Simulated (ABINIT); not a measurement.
# C in ABINIT: work function with PBE

Aim: the work function of C with PBE.

All numbers are computed with ABINIT 10.8.3 (patched build); they aren't measurements. Logs are shortened: lines on timing, memory, paths and dates and some standing lists are left out, and cuts for length are marked. The log counts tension as positive stress, the text compression.

**1. Starting point**

The cell holds a slab with vacuum, 4 atoms: a = 2.456 Å, b = 2.456 Å, c = 23.524 Å, α = 90.00°, β = 90.00°, γ = 120.00°.

The slab is cut from a database's or a generator's crystal, which needn't be the stable form of the element.

**2. Work function, PBE**

Contents of run.abi:

```
# Pseudopotentials
pp_dirpath "./"
pseudos "C.GGA_PBE-JTH.xml"

# Structure
acell 3*1.0 Angstrom
rprim
     2.4561701622     0.0000000000     0.0000000000
    -1.2280850811     2.1271057565     0.0000000000
     0.0000000000     0.0000000000    23.5238033600
ntypat 1
znucl 6
natom 4
typat 1 1 1 1
xcart
     0.0000000000     1.4180704901     7.5000000000
     1.2280850811     0.7090352663     7.5000000000
     0.0000000000     1.4180704901    16.0238033600
     1.2280850811     0.7090352663    16.0238033600 Angstrom
chkprim 0
chksymtnons 0
tolsym 1.0e-6

# Plane-wave basis
ecut 19.0
pawecutdg 38.0
pawxcdev 0
pawovlp 30

# k points
kptopt 1
ngkpt 12 12 1
nshiftk 1
shiftk 0.0 0.0 0.0

# Exchange and correlation
ixc 11

# Bands and occupations
nband 12
occopt 3
tsmear 0.05 eV

# SCF cycle
nstep 120
tolvrs 1.0e-9

# Output
iomode 3
prtwf 0
prteig 0
prtebands 0
prtden 1
prtvha 1
prtvclmb 1
prtpot 1
```

Potentials or basis: JTH PAW PBE v2.0.

Run with:

```
$ mpirun --bind-to none -np 4 abinit run.abi > log 2>&1
```

run.abo:

```text
.Version 10.8.3 of ABINIT
 Symmetries : space group P6/m m m (#191); Bravais hP (primitive hexag.)
================================================================================
 Values of the parameters that define the memory need of the present run
     intxc =       0    ionmov =       0      iscf =      17    lmnmax =       8
     lnmax =       4     mgfft =     180  mpssoang =       2    mqgrid =   12336
     natom =       4  nloc_mem =       2    nspden =       1   nspinor =       1
    nsppol =       1      nsym =      24    n1xccc =       1    ntypat =       1
    occopt =       3   xclevel =       2
       mpw =        3324          nfft =       72000          nkpt =          19
Pmy_natom=         1
 PAW method is used; the additional fine FFT grid is defined by:
   mgfftf=       250    nfftf =    182250
================================================================================
================================================================================

--------------------------------------------------------------------------------
------------- Echo of variables that govern the present computation ------------
--------------------------------------------------------------------------------
 -outvars: echo values of preprocessed input variables --------
            acell      1.8897261259E+00  1.8897261259E+00  1.8897261259E+00 Bohr
              amu      1.20110000E+01
          chkprim           0
      chksymtnons           0
             ecut      1.90000000E+01 Hartree
              ixc          11
         kptrlatt       12    0    0      0   12    0      0    0    1
          kptrlen      5.56978671E+01
            natom           4
            nband          12
            ngfft          20      20     180
          ngfftdg          27      27     250
             nkpt          19
            nstep         120
             nsym          24
           ntypat           1
           occopt           3
        pawecutdg      3.80000000E+01 Hartree
          pawovlp      3.0000000000E+01
         pawxcdev           0
        prtebands           0
           prteig           0
           prtpot           1
         prtvclmb           1
           prtvha           1
            prtwf           0
            rprim      2.4561701622E+00  0.0000000000E+00  0.0000000000E+00
                      -1.2280850811E+00  2.1271057565E+00  0.0000000000E+00
                       0.0000000000E+00  0.0000000000E+00  2.3523803360E+01
          spgroup         191
           tolsym      1.00000000E-06
           tolvrs      1.00000000E-09
           tsmear      1.83746611E-03 Hartree
            typat      1  1  1  1
           useylm           1
           xangst      2.5754913411E-16  1.4180705007E+00  7.5000000000E+00
                       1.2280850811E+00  7.0903524857E-01  7.5000000000E+00
                       2.5754913411E-16  1.4180705007E+00  1.6023803360E+01
                       1.2280850811E+00  7.0903524857E-01  1.6023803360E+01
            xcart      4.8669732744E-16  2.6797648736E+00  1.4172945944E+01
                       2.3207444626E+00  1.3398824334E+00  1.4172945944E+01
                       4.8669732744E-16  2.6797648736E+00  3.0280599846E+01
                       2.3207444626E+00  1.3398824334E+00  3.0280599846E+01
             xred      3.3333333249E-01  6.6666666498E-01  3.1882599447E-01
                       6.6666666582E-01  3.3333333164E-01  3.1882599447E-01
                       3.3333333249E-01  6.6666666498E-01  6.8117400553E-01
                       6.6666666582E-01  3.3333333164E-01  6.8117400553E-01
            znucl        6.00000

================================================================================

 chkinp: Checking input parameters for consistency.

================================================================================
== DATASET  1 ==================================================================

--- !DatasetInfo
iteration_state: {dtset: 1, }
dimensions: {natom: 4, nkpt: 19, mband: 12, nsppol: 1, nspinor: 1, nspden: 1, mpw: 3324, }
cutoff_energies: {ecut:  19.0, pawecutdg:  38.0, }
electrons: {nelect:   1.60000000E+01, charge:   0.00000000E+00, occopt:   3.00000000E+00, tsmear:   1.83746611E-03, }
meta: {optdriver: 0, ionmov: 0, optcell: 0, iscf: 17, paral_kgb: 0, }
...

 Exchange-correlation functional for the present dataset will be:
  GGA: Perdew-Burke-Ernzerhof functional - ixc=11
  J.P.Perdew, K.Burke, M.Ernzerhof, PRL 77, 3865 (1996)

 Real(R)+Recip(G) space primitive vectors, cartesian coordinates (Bohr,Bohr^-1):
 R(1)=  4.6414889  0.0000000  0.0000000  G(1)=  0.2154481  0.1243890  0.0000000
 R(2)= -2.3207445  4.0196473  0.0000000  G(2)=  0.0000000  0.2487780  0.0000000
 R(3)=  0.0000000  0.0000000 44.4535458  G(3)=  0.0000000  0.0000000  0.0224954
 Unit cell volume ucvol=  8.2937641E+02 bohr^3
 Angles (23,13,12)=  9.00000000E+01  9.00000000E+01  1.20000000E+02 degrees

 Coarse grid specifications (used for wave-functions):

 getcut: wavevector=  0.0000  0.0000  0.0000  ngfft=  20  20 180
         ecut(hartree)=     19.000   => boxcut(ratio)=   2.06359

 Fine grid specifications (used for densities):

 getcut: wavevector=  0.0000  0.0000  0.0000  ngfft=  27  27 250
         ecut(hartree)=     38.000   => boxcut(ratio)=   2.02063

--- Pseudopotential description ------------------------------------------------
- pspini: atom type   1  psp file is ./C.GGA_PBE-JTH.xml
 Pseudopotential format is: paw10
 basis_size (lnmax)=  4 (lmn_size=  8), orbitals=   0   0   1   1
 Spheres core radius: rc_sph= 1.50736703
 Shapefunction is SIN type: shapef(r)=[sin(pi*r/rshp)/(pi*r/rshp)]**2
 Radius for shape functions =  1.30052589
 Compensation charge density is not taken into account in XC energy/potential

   2.79953365E+02                                ecore*ucvol(ha*bohr**3)
--------------------------------------------------------------------------------

================================================================================

--- !BeginCycle
iteration_state: {dtset: 1, }
solver: {iscf: 17, nstep: 120, nline: 4, wfoptalg: 10, }
tolerances: {tolvrs: 1.00E-09, }
...

     iter   Etot(hartree)      deltaE(h)  residm     nres2
 ETOT  1  -23.047584586557    -2.305E+01 3.363E-02 1.842E+01
 ETOT  2  -23.007136678201     4.045E-02 2.025E-03 2.169E+00
 ETOT  3  -22.992890647243     1.425E-02 6.658E-03 1.114E-01
 ETOT  4  -22.990741598735     2.149E-03 3.913E-03 2.439E-02
 ETOT  5  -22.989662607379     1.079E-03 1.445E-03 1.127E-02
 ETOT  6  -22.989450949346     2.117E-04 1.395E-03 6.133E-03
 ETOT  7  -22.989379877338     7.107E-05 4.633E-04 2.609E-03
 ETOT  8  -22.989470745134    -9.087E-05 1.011E-03 9.942E-04
 ETOT  9  -22.989531571618    -6.083E-05 1.250E-03 4.921E-04
 ETOT 10  -22.989582828651    -5.126E-05 1.214E-03 2.363E-04
[... 9 lines left out ...]
 ETOT 20  -22.989619204880     7.739E-07 1.206E-05 5.173E-06
 ETOT 21  -22.989618937788     2.671E-07 6.362E-06 9.265E-07
 ETOT 22  -22.989618877552     6.024E-08 2.264E-05 7.156E-07
 ETOT 23  -22.989618881433    -3.880E-09 1.080E-05 8.196E-07
 ETOT 24  -22.989618816797     6.464E-08 4.493E-05 2.262E-07
 ETOT 25  -22.989618812025     4.772E-09 1.971E-05 2.033E-07
 ETOT 26  -22.989618792711     1.931E-08 8.844E-05 1.488E-08
 ETOT 27  -22.989618795572    -2.860E-09 3.369E-05 1.548E-08
 ETOT 28  -22.989618795365     2.066E-10 1.601E-04 2.118E-09
 ETOT 29  -22.989618796744    -1.379E-09 5.975E-05 7.205E-10

 At SCF step   29       nres2   =  7.21E-10 < tolvrs=  1.00E-09 =>converged.

 Cartesian components of stress tensor (hartree/bohr^3)
  sigma(1 1)= -4.51037547E-05  sigma(3 2)=  0.00000000E+00
  sigma(2 2)= -4.51037547E-05  sigma(3 1)=  0.00000000E+00
  sigma(3 3)=  3.92187828E-06  sigma(2 1)=  0.00000000E+00

--- !ResultsGS
iteration_state: {dtset: 1, }
comment   : Summary of ground state results
lattice_vectors:
- [  4.6414889,   0.0000000,   0.0000000, ]
- [ -2.3207445,   4.0196473,   0.0000000, ]
- [  0.0000000,   0.0000000,  44.4535458, ]
lattice_lengths: [   4.64149,    4.64149,   44.45355, ]
lattice_angles: [ 90.000,  90.000, 120.000, ] # degrees, (23, 13, 12)
lattice_volume:   8.2937641E+02
convergence: {deltae: -1.379E-09, res2:  7.205E-10, residm:  5.975E-05, diffor: null, }
etotal    :  -2.29896188E+01
entropy   :   0.00000000E+00
fermie    :  -5.75539637E-02
cartesian_stress_tensor: # hartree/bohr^3
- [ -4.51037547E-05,   0.00000000E+00,   0.00000000E+00, ]
- [  0.00000000E+00,  -4.51037547E-05,   0.00000000E+00, ]
- [  0.00000000E+00,   0.00000000E+00,   3.92187828E-06, ]
pressure_GPa:   8.4620E-01
xred      :
- [  3.3333E-01,   6.6667E-01,   3.1883E-01,  C]
- [  6.6667E-01,   3.3333E-01,   3.1883E-01,  C]
- [  3.3333E-01,   6.6667E-01,   6.8117E-01,  C]
- [  6.6667E-01,   3.3333E-01,   6.8117E-01,  C]
cartesian_forces: # hartree/bohr
- [  6.67144112E-28,   2.17708079E-28,   1.34749185E-04, ]
- [ -6.09131580E-28,  -3.85175833E-28,   1.34749185E-04, ]
- [ -2.61056392E-28,  -3.18188731E-28,  -1.34749185E-04, ]
- [  2.03043860E-28,   4.85656485E-28,  -1.34749185E-04, ]
force_length_stats: {min:   1.34749185E-04, max:   1.34749185E-04, mean:   1.34749185E-04, }
...

 Integrated electronic density in atomic spheres:
 ------------------------------------------------
 Atom  Sphere_radius  Integrated_density
    1        1.50737          2.76186145
    2        1.50737          2.76186145
    3        1.50737          2.76186145
    4        1.50737          2.76186145

================================================================================

 ----iterations are completed or convergence reached----

 Mean square residual over all n,k,spin=   26.601E-08; max=  59.750E-06
 reduced coordinates (array xred) for    4 atoms
       0.333333332488      0.666666664976      0.318825994471
       0.666666665821      0.333333331643      0.318825994471
       0.333333332488      0.666666664976      0.681174005529
       0.666666665821      0.333333331643      0.681174005529
 rms dE/dt=  3.4584E-03; max dE/dt=  5.9901E-03; dE/dt below (all hartree)
    1       0.000000000000      0.000000000000     -0.005990079058
    2       0.000000000000     -0.000000000000     -0.005990079058
    3       0.000000000000      0.000000000000      0.005990079058
    4       0.000000000000     -0.000000000000      0.005990079058

 cartesian coordinates (angstrom) at end:
    1      0.00000000000000     1.41807050073750     7.50000000000000
    2      1.22808508110000     0.70903524857083     7.50000000000000
    3      0.00000000000000     1.41807050073750    16.02380336000001
    4      1.22808508110000     0.70903524857083    16.02380336000001

 cartesian forces (hartree/bohr) at end:
    1      0.00000000000000     0.00000000000000     0.00013474918484
    2     -0.00000000000000    -0.00000000000000     0.00013474918484
    3     -0.00000000000000    -0.00000000000000    -0.00013474918484
    4      0.00000000000000     0.00000000000000    -0.00013474918484
 frms,max,avg= 7.7797478E-05 1.3474918E-04   0.000E+00  0.000E+00  0.000E+00 h/b

 cartesian forces (eV/Angstrom) at end:
    1      0.00000000000000     0.00000000000000     0.00692908167983
    2     -0.00000000000000    -0.00000000000000     0.00692908167983
    3     -0.00000000000000    -0.00000000000000    -0.00692908167983
    4      0.00000000000000     0.00000000000000    -0.00692908167983
 frms,max,avg= 4.0005072E-03 6.9290817E-03   0.000E+00  0.000E+00  0.000E+00 e/A
 length scales=  1.889726125908  1.889726125908  1.889726125908 bohr
              =  1.000000000000  1.000000000000  1.000000000000 angstroms
 Fermi (or HOMO) energy (hartree) =  -0.05755   Average Vxc (hartree)=  -0.14459
 Eigenvalues (hartree) for nkpt=  19  k points:
 kpt#   1, nband= 12, wtk=  0.00694, kpt=  0.0000  0.0000  0.0000 (reduced coord)
  -0.77861   -0.77861   -0.34038   -0.34038   -0.16928   -0.16928   -0.16928   -0.16928
   0.04881    0.06081    0.07197    0.10508
      occupation numbers for kpt#   1
   2.00000    2.00000    2.00000    2.00000    2.00000    2.00000    2.00000    2.00000
   0.00000    0.00000    0.00000    0.00000
 prteigrs : prtvol=0 or 1, do not print more k-points.

--- !EnergyTerms
iteration_state     : {dtset: 1, }
comment             : Components of total free energy in Hartree
kinetic             :  1.36867562325043E+01
hartree             :  7.72461085356832E+01
xc                  : -8.59174771244196E+00
Ewald energy        :  5.83167489824529E+01
psp_core            :  3.37546815211436E-01
local_psp           : -1.67075026358469E+02
PAW spherical_terms :  3.09013056789635E+00
internal            : -2.29894829371625E+01
'-kT*entropy'       : -1.41514934178379E-04
total_energy        : -2.29896244520967E+01
total_energy_eV     : -6.25579550616053E+02
...

--- !EnergyTermsDC
iteration_state     : {dtset: 1, }
comment             : '"Double-counting" decomposition of free energy'
band_energy         : -6.32470285574111E+00
Ewald energy        :  5.83167489824529E+01
psp_core            :  3.37546815211436E-01
xc_dc               : -7.69600295041055E+01
PAW spherical_terms :  1.64095928037299E+00
internal            : -2.29894772818094E+01
'-kT*entropy'       : -1.41514934178379E-04
total_energy_dc     : -2.29896187967435E+01
total_energy_dc_eV  : -6.25579396726053E+02
...

--- !EnergyTermsWithPAWCore
iteration_state     : {dtset: 1, }
comment             : 'Components of total free energy, including PAW core contributions'
Total energy        : -1.52417293073218E+02
Total energy DC     : -1.52417287417865E+02
Total energy (eV)   : -4.14748583238223E+03
Total energy DC (eV): -4.14748567849223E+03
...

 Cartesian components of stress tensor (hartree/bohr^3)
  sigma(1 1)= -4.51037547E-05  sigma(3 2)=  0.00000000E+00
  sigma(2 2)= -4.51037547E-05  sigma(3 1)=  0.00000000E+00
  sigma(3 3)=  3.92187828E-06  sigma(2 1)=  0.00000000E+00

-Cartesian components of stress tensor (GPa)         [Pressure=  8.4620E-01 GPa]
- sigma(1 1)= -1.32699828E+00  sigma(3 2)=  0.00000000E+00
- sigma(2 2)= -1.32699828E+00  sigma(3 1)=  0.00000000E+00
- sigma(3 3)=  1.15385643E-01  sigma(2 1)=  0.00000000E+00

== END DATASET(S) ==============================================================
================================================================================

 -outvars: echo values of variables after computation  --------
            acell      1.8897261259E+00  1.8897261259E+00  1.8897261259E+00 Bohr
           etotal     -2.2989618797E+01
            fcart      6.6714411184E-28  2.1770807927E-28  1.3474918484E-04
                      -6.0913158038E-28 -3.8517583256E-28  1.3474918484E-04
                      -2.6105639159E-28 -3.1818873124E-28 -1.3474918484E-04
                       2.0304386013E-28  4.8565648453E-28 -1.3474918484E-04
            rprim      2.4561701622E+00  0.0000000000E+00  0.0000000000E+00
                      -1.2280850811E+00  2.1271057565E+00  0.0000000000E+00
                       0.0000000000E+00  0.0000000000E+00  2.3523803360E+01
           strten     -4.5103754684E-05 -4.5103754690E-05  3.9218782751E-06
                       0.0000000000E+00  0.0000000000E+00  0.0000000000E+00
           xangst      2.5754913411E-16  1.4180705007E+00  7.5000000000E+00
                       1.2280850811E+00  7.0903524857E-01  7.5000000000E+00
                       2.5754913411E-16  1.4180705007E+00  1.6023803360E+01
                       1.2280850811E+00  7.0903524857E-01  1.6023803360E+01
             xred      3.3333333249E-01  6.6666666498E-01  3.1882599447E-01
                       6.6666666582E-01  3.3333333164E-01  3.1882599447E-01
                       3.3333333249E-01  6.6666666498E-01  6.8117400553E-01
                       6.6666666582E-01  3.3333333164E-01  6.8117400553E-01
 Calculation completed.
```

It took 21 s on 4 MPI ranks of Arm Neoverse V2, shared host; peak memory 0.48 GiB.

Results:

- Free energy: -625.5794 eV
- Largest force: 0.007 eV/Å
- Band gap on the k mesh: none (metal or under the smearing width)
- Work function: 4.23 eV

Forces on the atoms (eV/Å):
```
C    0.000  0.000  0.007
C    0.000  0.000  0.007
C    0.000  0.000 -0.007
C    0.000  0.000 -0.007
```

Levels at points of the mesh, in eV from the Fermi level:
```csv
k point,band 4,band 5,band 6,band 7,band 8,band 9,band 10,band 11,band 12
"(0.00, 0.00, 0.00)",-7.70,-3.04,-3.04,-3.04,-3.04,2.89,3.22,3.52,4.43
"(0.50, 0.00, 0.00)",-13.31,-6.45,-6.45,-2.38,-2.38,1.68,1.68,7.48,7.48
```

Caveat: the atomic spheres overlap.
